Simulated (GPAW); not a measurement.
Write an ASE script for GPAW 26.7.0 that does the following.

| Property | Result |
| --- | --- |
| Task | relaxation of cell and atoms |
| Functional | revPBE |
| Dispersion | D4 |
| Potentials or basis | the program's PAW data sets (release 1.2.1) made for this functional |
| Cutoff | 600 eV |
| Basis | pw |
| k mesh | 7 × 7 × 7 |
| Occupations | fermi-dirac, width 0.05 eV |
| Spin | no spin polarisation |
| Maxiter | 150 |
| Optimizer | LBFGS |
| Fmax | 0.01 eV/Å |
| Max steps | 100 |
| Convergence | density=1e-05 forces=0.0001 |

The structure of SnTe lies in POSCAR:

```
SnTe
1.0
    0.0000000000      3.1508500000      3.1508500000
    3.1508500000      0.0000000000      3.1508500000
    3.1508500000      3.1508500000      0.0000000000
Te Sn
1 1
Direct
    0.5000000000      0.5000000000      0.5000000000
    0.0000000000      0.0000000000      0.0000000000
```

The input as run:

run.py

```python
from ase.calculators.mixing import SumCalculator
from ase.filters import FrechetCellFilter
from ase.io import read, write
from ase.optimize import LBFGS
from dftd4.ase import DFTD4
from gpaw import GPAW, PW

atoms = read('POSCAR')

calc = GPAW(mode=PW(600),
            xc='revPBE',
            kpts={'size': (7, 7, 7), 'gamma': True},
            occupations={'name': 'fermi-dirac', 'width': 0.05},
            nbands=19,
            convergence={'density': 1e-05, 'forces': 0.0001},
            maxiter=150,
            txt='gpaw.txt')
atoms.calc = SumCalculator([calc, DFTD4(method='revpbe')])
opt = LBFGS(FrechetCellFilter(atoms), trajectory='relax.traj', logfile='-')
done = opt.run(fmax=0.01, steps=100)
calc.write('gs.gpw')
write('result.traj', atoms)
print('Converged:', done)
print('Cell:', atoms.cell.cellpar().round(4))
print('Volume:', round(atoms.get_volume(), 4))
print(atoms.get_scaled_positions().round(5))
```

Potentials or basis: the program's PAW data sets (release 1.2.1) made for this functional, pw.

The run is started by

```bash
$ OMP_NUM_THREADS=1 python run.py
```

Results of the run:

```
Relaxed volume                         : 30.90 Å³/atom
Relaxed cell                           : a = 4.438 Å, b = 4.438 Å, c = 4.438 Å, α = 60.00°, β = 60.00°, γ = 60.00°
Space group after relaxing (to 0.05 Å) : Fm-3m (No. 225)
Energy gained by relaxing              : 0.6 meV/atom
Ionic steps                            : 3
Pressure after relaxing                : 0.0 GPa
Dispersion energy per atom             : -0.694 eV
```

Caveat: later steps reuse the first step's grids.

Wall time 89 s on 1 thread of Arm Neoverse V1, with other jobs on the host, peak memory 0.25 GiB.
